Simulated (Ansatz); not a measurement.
# A series in volume per atom on Hg

All results are calculated (Ansatz 0.2.0). Periodic Kohn-Sham DFT of a crystal at fixed atoms; pressure and stress are positive in compression; the energy is the free energy less that of spherical unpolarised free atoms; site moments are those in the method's own spheres, positive along +z.

Cell of the first row (space group Fd-3m, No. 227):
```
CELL_PARAMETERS angstrom
0.00000 3.77420 3.77420
3.77420 0.00000 3.77420
3.77420 3.77420 0.00000
ATOMIC_POSITIONS crystal
Hg 0.00000 0.00000 0.00000
Hg 0.25000 0.25000 0.25000
```

Settings of every row: method all-electron LAPW; functional PBE; relativity scalar; k mesh 10x10x10; filling fermi-dirac; smearing width 0.03 eV; basis error target 0.5 meV/atom; nucleus gaussian.

Atom start moment: 0 on all atoms.

Limits: no spin-orbit coupling on heavy atoms; the cell comes from a prototype or a list of computed structures and needn't be the stable phase.

Limits of some rows: small gap, it may come from the mesh (row 1, 2).

```
row  volume per atom (Å³)  pressure (GPa)  energy less free atoms (eV/atom)
  1                53.764           0.096                           -0.1014
  2                55.179           0.038                            -0.102
  3                56.593               ?                                 ?
  4                58.008          -0.057                           -0.1017
  5                59.423          -0.091                           -0.1011
```

Question: what pressure should row 3 give?

Worked fit of pressure. Take u = (V_r/V)^(2/3) − 1 with V_r = 56.594 Å³ an atom, which is twice the finite (Eulerian) strain; such expansions in the strain, on which the Birch-Murnaghan equation of state is built, carry the rest volume and the bulk modulus. The shown rows have u = 0.03479, 0.01702, -0.01632, -0.032. Least squares give pressure = −0.0134 + 2.784 × u + 10.74 × u² GPa; a straight line predicts inner rows, each left out in turn, worse (root mean square 0.007 against 0.0024 GPa). The rows lie off it by 0.000, 0.001, -0.001, 0.000. The pressure vanishes at u = 0.0047, or V = 56.2 Å³ an atom, and there the bulk modulus at fixed shape and fractions is B = −V dP/dV = (2/3)(1 + u) dP/du = 1.93 GPa. The withheld row has u = 1e-05, so the fit gives −0.0134 + 2.784 × (1e-05) + 10.74 × (1e-05)² = -0.013 GPa.

The calculation gave -0.014 GPa. The fit lies 0.001 GPa (7.1 % of the value, 0.53 % of the column's range) above it, one unit of the last digit.

The other values of row 3: energy less free atoms -0.1021 eV/atom.
